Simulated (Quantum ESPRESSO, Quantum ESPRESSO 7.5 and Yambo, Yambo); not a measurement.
**A GW chain in Yambo: InP (F-43m)**

Wanted: ground state, empty states, screening and self-energy for InP (F-43m).

Program: Quantum ESPRESSO 7.5 and Yambo 5.3.0. Level of theory: PBE and many-body steps on it, plane waves. Results are calculated unless marked as measured.

The database entry behind the starting cell differs from later determinations by our own check (0.1 to 0.3 % short, probably kX units), so it need not match the best structure at ambient conditions.

## (1) The starting structure

Symmetry: F-43m, No. 216, cubic system. Conventional cell: a = 5.861 Å, b = 5.861 Å, c = 5.861 Å, α = 90.00°, β = 90.00°, γ = 90.00°. In has 4 P at 2.54 Å nearest. P has 4 In at 2.54 Å nearest. Farther neighbours are not listed.

The cell and positions come from the Crystallography Open Database and are kept as given unless a step says otherwise.

## (2) Ground state

This step: Quantum ESPRESSO 7.5; DFT, PBE, plane waves, norm-conserving pseudopotentials.

The ground-state density comes first.

The input, pw.in:

```
&control
  calculation = 'scf'
  prefix = 'x'
  outdir = 'o'
  pseudo_dir = 'pseudo'
/
&system
  ibrav = 0
  nat = 2
  ntyp = 2
  ecutwfc = 62.0
  nbnd = 14
  force_symmorphic = .true.
/
&electrons
  conv_thr = 1e-10
  electron_maxstep = 80
  mixing_beta = 0.5
/
ATOMIC_SPECIES
  In 114.82 In.upf
  P 30.974 P.upf
CELL_PARAMETERS angstrom
  -0.0000000000 2.9305000000 2.9305000000
  2.9305000000 -0.0000000000 2.9305000000
  2.9305000000 2.9305000000 -0.0000000000
ATOMIC_POSITIONS crystal
  In 0.0000000000 0.0000000000 0.0000000000
  P 0.2500000000 0.2500000000 0.2500000000
K_POINTS automatic
  6 6 6 0 0 0
```

Launch:

```console
$ OMP_NUM_THREADS=1 mpirun -n 8 pw.x -nk 8 -in pw.in > pw.out
```

What it wrote:

```text
Program PWSCF v.7.5 starts

     This program is part of the open-source Quantum ESPRESSO suite
     for quantum simulation of materials; please cite
         "P. Giannozzi et al., J. Phys.:Condens. Matter 21 395502 (2009);
         "P. Giannozzi et al., J. Phys.:Condens. Matter 29 465901 (2017);
         "P. Giannozzi et al., J. Chem. Phys. 152 154105 (2020);
     in publications or presentations arising from this work. More details at
     Message from routine setup:
     using ibrav=0 with symmetry is DISCOURAGED, use correct ibrav instead

     G-vector sticks info

     bravais-lattice index     =            0
     lattice parameter (alat)  =       7.8317  a.u.
     unit-cell volume          =     339.6658 (a.u.)^3
     number of atoms/cell      =            2
     number of atomic types    =            2
     number of electrons       =        18.00
     number of Kohn-Sham states=           14
     kinetic-energy cutoff     =      62.0000  Ry
     charge density cutoff     =     248.0000  Ry
     scf convergence threshold =      1.0E-10
     mixing beta               =       0.5000
     number of iterations used =            8  plain     mixing
     Exchange-correlation= PBE
                           (   1   4   3   4   0   0   0)

     celldm(1)=   7.831692  celldm(2)=   0.000000  celldm(3)=   0.000000
     celldm(4)=   0.000000  celldm(5)=   0.000000  celldm(6)=   0.000000

     crystal axes: (cart. coord. in units of alat)
               a(1) = (  -0.000000   0.707107   0.707107 )
               a(2) = (   0.707107  -0.000000   0.707107 )
               a(3) = (   0.707107   0.707107  -0.000000 )

     reciprocal axes: (cart. coord. in units 2 pi/alat)
               b(1) = ( -0.707107  0.707107  0.707107 )
               b(2) = (  0.707107 -0.707107  0.707107 )
               b(3) = (  0.707107  0.707107 -0.707107 )
     Pseudo is Norm-conserving + core correction, Zval = 13.0
     Generated using ONCVPSP code by D. R. Hamann
     Using radial grid of 1964 points,  6 beta functions with:
     Pseudo is Norm-conserving + core correction, Zval =  5.0
     Generated using ONCVPSP code by D. R. Hamann
     Using radial grid of 1298 points,  6 beta functions with:
     In               13.00   114.82000     In( 1.00)
     P                 5.00    30.97400     P ( 1.00)

     24 Sym. Ops. (no inversion) found

   Cartesian axes

     site n.     atom                  positions (alat units)
         1        In     tau(   1) = (   0.0000000   0.0000000   0.0000000  )
         2        P      tau(   2) = (   0.3535534   0.3535534   0.3535534  )

     number of k points=    16
                       cart. coord. in units 2pi/alat
        k(    1) = (   0.0000000   0.0000000   0.0000000), wk =   0.0092593
        k(    2) = (   0.1178511   0.1178511  -0.1178511), wk =   0.0740741
        k(    3) = (   0.2357023   0.2357023  -0.2357023), wk =   0.0740741
        k(    4) = (  -0.3535534  -0.3535534   0.3535534), wk =   0.0370370
        k(    5) = (   0.2357023   0.0000000  -0.0000000), wk =   0.0555556
        k(    6) = (   0.3535534   0.1178511  -0.1178511), wk =   0.2222222
        k(    7) = (  -0.2357023  -0.4714045   0.4714045), wk =   0.2222222
        k(    8) = (  -0.1178511  -0.3535534   0.3535534), wk =   0.2222222
        k(    9) = (   0.0000000  -0.2357023   0.2357023), wk =   0.1111111
        k(   10) = (   0.4714045   0.0000000  -0.0000000), wk =   0.0555556
     [... 4 further rows ...]
        k(   15) = (  -0.1178511  -0.3535534   0.5892557), wk =   0.2222222
        k(   16) = (  -0.7071068   0.2357023   0.0000000), wk =   0.1111111

     Dense  grid:    22227 G-vectors     FFT dimensions: (  40,  40,  40)

     Initial potential from superposition of free atoms

     starting charge      17.9960, renormalised to      18.0000
     Starting wfcs are   13 randomized atomic wfcs +    1 random wfcs

     per-process dynamical memory:    18.7 Mb

     Self-consistent Calculation

     iteration #  1     ecut=    62.00 Ry     beta= 0.50

     Threshold (ethr) on eigenvalues was too large:
     Diagonalizing with lowered threshold

     total energy              =    -146.76259177 Ry
     estimated scf accuracy    <       0.10589758 Ry

     iteration #  2     ecut=    62.00 Ry     beta= 0.50

     total energy              =    -146.78536058 Ry
     estimated scf accuracy    <       0.00678998 Ry

     iteration #  3     ecut=    62.00 Ry     beta= 0.50

     total energy              =    -146.78590332 Ry
     estimated scf accuracy    <       0.00135176 Ry

     iteration #  4     ecut=    62.00 Ry     beta= 0.50

     total energy              =    -146.78596705 Ry
     estimated scf accuracy    <       0.00003412 Ry

     iteration #  5     ecut=    62.00 Ry     beta= 0.50

     total energy              =    -146.78598254 Ry
     estimated scf accuracy    <       0.00000149 Ry

     iteration #  6     ecut=    62.00 Ry     beta= 0.50

     total energy              =    -146.78598310 Ry
     estimated scf accuracy    <       0.00000016 Ry

     iteration #  7     ecut=    62.00 Ry     beta= 0.50

     total energy              =    -146.78598317 Ry
     estimated scf accuracy    <          7.2E-09 Ry

     iteration #  8     ecut=    62.00 Ry     beta= 0.50

     total energy              =    -146.78598317 Ry
     estimated scf accuracy    <          2.0E-09 Ry

     iteration #  9     ecut=    62.00 Ry     beta= 0.50

     total energy              =    -146.78598317 Ry
     estimated scf accuracy    <          2.1E-10 Ry

     iteration # 10     ecut=    62.00 Ry     beta= 0.50

     End of self-consistent calculation

          k = 0.0000 0.0000 0.0000 (  2741 PWs)   bands (ev):

    -7.0992  -7.0992  -7.0992  -6.9505  -6.9505  -4.3704   7.1482   7.1482
     7.1482   7.8576  11.2364  11.2364  11.2364  15.7343

          k = 0.1179 0.1179-0.1179 (  2788 PWs)   bands (ev):

    -7.1305  -7.0870  -7.0870  -6.9502  -6.9502  -4.0585   4.9628   6.8439
     6.8439   8.9502  11.6486  11.6754  11.6754  15.7533

          k = 0.2357 0.2357-0.2357 (  2812 PWs)   bands (ev):

    -7.1880  -7.0677  -7.0677  -6.9439  -6.9439  -3.2528   2.5805   6.3725
     6.3725   8.8014  12.0130  12.0130  13.4359  16.0653

          k =-0.3536-0.3536 0.3536 (  2788 PWs)   bands (ev):

     [... further k-points ...]

     highest occupied, lowest unoccupied level (ev):     7.1482    7.8576

!    total energy              =    -146.78598317 Ry
     estimated scf accuracy    <          6.9E-11 Ry

     The total energy is the sum of the following terms:
     one-electron contribution =     -49.66081221 Ry
     hartree contribution      =      36.82754019 Ry
     xc contribution           =     -44.23230693 Ry
     ewald contribution        =     -89.72040421 Ry

     convergence has been achieved in  10 iterations

     XML data file, charge density, pseudopotentials, collected wavefunctions

=------------------------------------------------------------------------------=
   JOB DONE.
=------------------------------------------------------------------------------=
```

It took 2.5 s on 8 MPI ranks of Arm Neoverse V1, shared host; peak memory 0.43 GiB; 19 s of CPU time.

Numbers from this step:

```yaml
total_energy: -1997.1250 eV
gap: 0.7094 eV
k_of_the_valence_top: 0, 0, 0
k_of_the_conduction_bottom: 0, 0, 0
least_direct_gap: 0.7094 eV
```

The gap is direct, at Γ.

## (3) Bands along the symmetry lines

The cheap functional maps the bands first; the places of the edges decide which points the dearer methods must see.

The input, pw.in:

```
&control
  calculation = 'bands'
  prefix = 'x'
  outdir = 'o'
  pseudo_dir = 'pseudo'
/
&system
  ibrav = 0
  nat = 2
  ntyp = 2
  ecutwfc = 62.0
  nbnd = 15
  force_symmorphic = .true.
/
&electrons
  conv_thr = 1e-9
  electron_maxstep = 80
  diago_full_acc = .true.
  diago_thr_init = 5e-6
/
ATOMIC_SPECIES
  In 114.82 In.upf
  P 30.974 P.upf
CELL_PARAMETERS angstrom
  -0.0000000000 2.9305000000 2.9305000000
  2.9305000000 -0.0000000000 2.9305000000
  2.9305000000 2.9305000000 -0.0000000000
ATOMIC_POSITIONS crystal
  In 0.0000000000 0.0000000000 0.0000000000
  P 0.2500000000 0.2500000000 0.2500000000
K_POINTS crystal
  50
  0.00000000 0.00000000 0.00000000 1
  -0.06250000 -0.06250000 0.00000000 1
  -0.12500000 -0.12500000 0.00000000 1
  -0.18750000 -0.18750000 0.00000000 1
  -0.25000000 -0.25000000 0.00000000 1
  -0.31250000 -0.31250000 0.00000000 1
  -0.37500000 -0.37500000 0.00000000 1
  -0.43750000 -0.43750000 0.00000000 1
  -0.50000000 -0.50000000 0.00000000 1
  -0.48437500 -0.48437500 0.03125000 1
  -0.46875000 -0.46875000 0.06250000 1
  -0.45312500 -0.45312500 0.09375000 1
  -0.43750000 -0.43750000 0.12500000 1
  -0.42187500 -0.42187500 0.15625000 1
  -0.40625000 -0.40625000 0.18750000 1
  -0.39062500 -0.39062500 0.21875000 1
  -0.37500000 -0.37500000 0.25000000 1
  -0.37500000 0.00000000 0.37500000 1
  -0.32812500 0.00000000 0.32812500 1
  -0.28125000 0.00000000 0.28125000 1
  -0.23437500 0.00000000 0.23437500 1
  -0.18750000 0.00000000 0.18750000 1
  -0.14062500 0.00000000 0.14062500 1
  -0.09375000 0.00000000 0.09375000 1
  -0.04687500 0.00000000 0.04687500 1
  0.00000000 0.00000000 0.00000000 1
  0.00000000 0.00000000 0.06250000 1
  0.00000000 0.00000000 0.12500000 1
  0.00000000 0.00000000 0.18750000 1
  0.00000000 0.00000000 0.25000000 1
  0.00000000 0.00000000 0.31250000 1
  0.00000000 0.00000000 0.37500000 1
  0.00000000 0.00000000 0.43750000 1
  -0.00000000 -0.00000000 0.50000000 1
  -0.06250000 -0.03125000 0.46875000 1
  -0.12500000 -0.06250000 0.43750000 1
  -0.18750000 -0.09375000 0.40625000 1
  -0.25000000 -0.12500000 0.37500000 1
  -0.31250000 -0.15625000 0.34375000 1
  -0.37500000 -0.18750000 0.31250000 1
  -0.43750000 -0.21875000 0.28125000 1
  -0.50000000 -0.25000000 0.25000000 1
  -0.50000000 -0.28125000 0.21875000 1
  -0.50000000 -0.31250000 0.18750000 1
  -0.50000000 -0.34375000 0.15625000 1
  -0.50000000 -0.37500000 0.12500000 1
  -0.50000000 -0.40625000 0.09375000 1
  -0.50000000 -0.43750000 0.06250000 1
  -0.50000000 -0.46875000 0.03125000 1
  -0.50000000 -0.50000000 0.00000000 1
```

What it wrote:

```text
[banner, memory and clock lines left out]
Program PWSCF v.7.5 starts

     Atomic positions and unit cell read from directory:
     o/x.save/

     Message from routine setup:
     using ibrav=0 with symmetry is DISCOURAGED, use correct ibrav instead

     G-vector sticks info

     bravais-lattice index     =            0
     lattice parameter (alat)  =       7.8317  a.u.
     unit-cell volume          =     339.6658 (a.u.)^3
     number of atoms/cell      =            2
     number of atomic types    =            2
     number of electrons       =        18.00
     number of Kohn-Sham states=           15
     kinetic-energy cutoff     =      62.0000  Ry
     charge density cutoff     =     248.0000  Ry
     Exchange-correlation= PBE
                           (   1   4   3   4   0   0   0)

     celldm(1)=   7.831692  celldm(2)=   0.000000  celldm(3)=   0.000000
     celldm(4)=   0.000000  celldm(5)=   0.000000  celldm(6)=   0.000000

     crystal axes: (cart. coord. in units of alat)
               a(1) = (  -0.000000   0.707107   0.707107 )
               a(2) = (   0.707107  -0.000000   0.707107 )
               a(3) = (   0.707107   0.707107  -0.000000 )

     reciprocal axes: (cart. coord. in units 2 pi/alat)
               b(1) = ( -0.707107  0.707107  0.707107 )
               b(2) = (  0.707107 -0.707107  0.707107 )
               b(3) = (  0.707107  0.707107 -0.707107 )
     Pseudo is Norm-conserving + core correction, Zval = 13.0
     Generated using ONCVPSP code by D. R. Hamann
     Using radial grid of 1964 points,  6 beta functions with:
     Pseudo is Norm-conserving + core correction, Zval =  5.0
     Generated using ONCVPSP code by D. R. Hamann
     Using radial grid of 1298 points,  6 beta functions with:
     In               13.00   114.82000     In( 1.00)
     P                 5.00    30.97400     P ( 1.00)

     24 Sym. Ops. (no inversion) found

   Cartesian axes

     site n.     atom                  positions (alat units)
         1        In     tau(   1) = (   0.0000000   0.0000000   0.0000000  )
         2        P      tau(   2) = (   0.3535534   0.3535534   0.3535534  )

     number of k points=    50
                       cart. coord. in units 2pi/alat
        k(    1) = (   0.0000000   0.0000000   0.0000000), wk =   0.0400000
        k(    2) = (   0.0000000   0.0000000  -0.0883883), wk =   0.0400000
        k(    3) = (   0.0000000   0.0000000  -0.1767767), wk =   0.0400000
[...]
[... 38 further rows ...]
        k(   49) = (   0.0441942  -0.0000000  -0.7071068), wk =   0.0400000
        k(   50) = (   0.0000000   0.0000000  -0.7071068), wk =   0.0400000

     Dense  grid:    22227 G-vectors     FFT dimensions: (  40,  40,  40)

     The potential is recalculated from file :
     o/x.save/charge-density

     Starting wfcs are   13 randomized atomic wfcs +    2 random wfcs

     Band Structure Calculation

     End of band structure calculation

          k = 0.0000 0.0000 0.0000 (  2741 PWs)   bands (ev):

    -7.0991  -7.0991  -7.0991  -6.9504  -6.9504  -4.3704   7.1481   7.1481
     7.1481   7.8576  11.2364  11.2364  11.2364  15.7344  16.5605

          k = 0.0000 0.0000-0.0884 (  2754 PWs)   bands (ev):

    -7.1077  -7.0954  -7.0954  -6.9520  -6.9491  -4.3105   6.4994   6.9995
     6.9995   8.4980  11.0438  11.4390  11.4390  15.9221  16.0895

          k = 0.0000 0.0000-0.1768 (  2782 PWs)   bands (ev):

    -7.1313  -7.0847  -7.0847  -6.9566  -6.9455  -4.1341   5.6012   6.6322
     6.6322   9.3360  10.6008  11.9689  11.9689  14.9495  16.7078

          k =-0.0000 0.0000-0.2652 (  2790 PWs)   bands (ev):

[...]
k = 0.0000 0.0000-0.3536 (  2826 PWs)   bands (ev):

[...]
k = 0.0000-0.0000-0.4419 (  2810 PWs)   bands (ev):

[...]
k =-0.0000 0.0000-0.5303 (  2810 PWs)   bands (ev):

[...]
k = 0.0000-0.0000-0.6187 (  2814 PWs)   bands (ev):

[...]
k = 0.5303-0.0000-0.5303 (  2810 PWs)   bands (ev):

[...]
k = 0.0000 0.0000 0.0000 (  2741 PWs)   bands (ev):

[...]
k = 0.1326 0.0000-0.7071 (  2806 PWs)   bands (ev):

[...]
k = 0.0884-0.0000-0.7071 (  2806 PWs)   bands (ev):

[...]
k = 0.0442-0.0000-0.7071 (  2794 PWs)   bands (ev):

    -7.2800  -7.0016  -6.9971  -6.9944  -6.9163  -1.9966   1.3993   4.8012
     4.8012   8.9738   9.4706  16.1910  16.5265  16.8414  18.0211

          k = 0.0000 0.0000-0.7071 (  2778 PWs)   bands (ev):

    -7.2810  -7.0011  -6.9955  -6.9955  -6.9156  -1.9995   1.3941   4.8285
     4.8285   8.9086   9.4113  16.3836  16.7275  16.7275  17.9493

     XML data file, pseudopotentials, collected wavefunctions
```

Wall time 2.6 s (8 MPI ranks); peak memory 0.39 GiB.

Numbers from this step:

| Property | Result |
| --- | --- |
| gap | 0.7094 eV |
| k of the valence top | 0, 0, 0 |
| k of the conduction bottom | 0, 0, 0 |
| least direct gap | 0.7094 eV |

The gap is 0.709 eV, as in the run before at this level.

Electronic bands along the path, in eV, zero at the top of the highest filled band:

```csv
point,band 6,band 7,band 8,band 9,band 10,band 11,band 12,band 13
Γ,-11.52,0.00,0.00,0.00,0.71,4.09,4.09,4.09
halfway,-10.62,-3.34,-1.41,-1.41,2.48,3.14,6.38,6.38
X,-9.15,-5.75,-2.32,-2.32,1.76,2.26,9.24,9.58
halfway,-9.13,-5.71,-2.75,-2.22,2.04,2.87,8.40,8.71
U,-9.16,-5.61,-3.30,-1.94,2.36,4.39,7.52,7.55
jump to K,-9.16,-5.61,-3.30,-1.94,2.36,4.39,7.52,7.55
halfway,-10.54,-3.80,-2.01,-0.57,2.84,4.69,4.99,5.22
Γ,-11.52,0.00,0.00,0.00,0.71,4.09,4.09,4.09
halfway,-10.84,-3.44,-0.56,-0.56,1.79,4.79,4.79,5.33
L,-9.80,-5.73,-0.97,-0.97,1.50,4.80,4.80,7.12
halfway,-9.48,-5.55,-2.69,-1.63,3.17,4.19,5.89,7.23
W,-9.07,-5.60,-2.95,-2.91,4.30,4.38,5.57,6.21
halfway,-9.11,-5.68,-2.65,-2.64,2.69,3.10,7.66,7.75
X,-9.15,-5.75,-2.32,-2.32,1.76,2.26,9.24,9.58
```

The electronic bands as a text plot (rows in eV, shown from -8.0 to 6.7 only):

```
    6.4 |     ++            ++                 +         ++++
    5.8 |    +              ++               ++      ++++ ++
    5.2 |                  ++++++++         +     +++    +
    4.6 | +++             +     ++++++   +++++++++++++  +++
    4.0 |++              +       ++++++++++           ++++ ++
    3.3 |  ++ ++        +                             ++    ++
    2.7 |    ++++++    +   ++++++++                  +       +++
    2.1 |  ++   +++++++++++        ++      +        +         +++
    1.5 | +        +++               +   ++ ++++++++
    0.9 |+                            +++
    0.3 |*                           ***
   -0.3 | ***                   ******  *****
   -1.0 | *  *                **   ***       ********
   -1.6 |  ** ****         ***   ****    **         ***
   -2.2 |    *    *********     *                    * **      **
   -2.8 |              **     ** **        *          ** ******
   -3.4 |     **         *****              *           **
   -4.0 |       **              *            **
   -4.6 |                     **
   -5.2 |         ***      ***                 **     ***
   -5.9 |            ******                      *****   ********
   -6.5 |
   -7.1 |
   -7.7 |
         Γ           X  U|K            Γ         L        W     X
```

(Continued in part 2 of 3.)

[Paths, hosts, dates, memory and timing lines, banners, echoed tables and standing remarks are left out of the program output.]

[Logs are printed without paths, hosts, clocks, repeated set-up lines and the standing remarks that a program may print on its own settings, such as how far it seeks lower states.]

[Runs of the session that timed out or met a known fault of the program may be left out.]

[Hosts, paths, dates, database ids (printed as entryN), source tags and the programs' standing remarks are cut or masked in the printed files.]
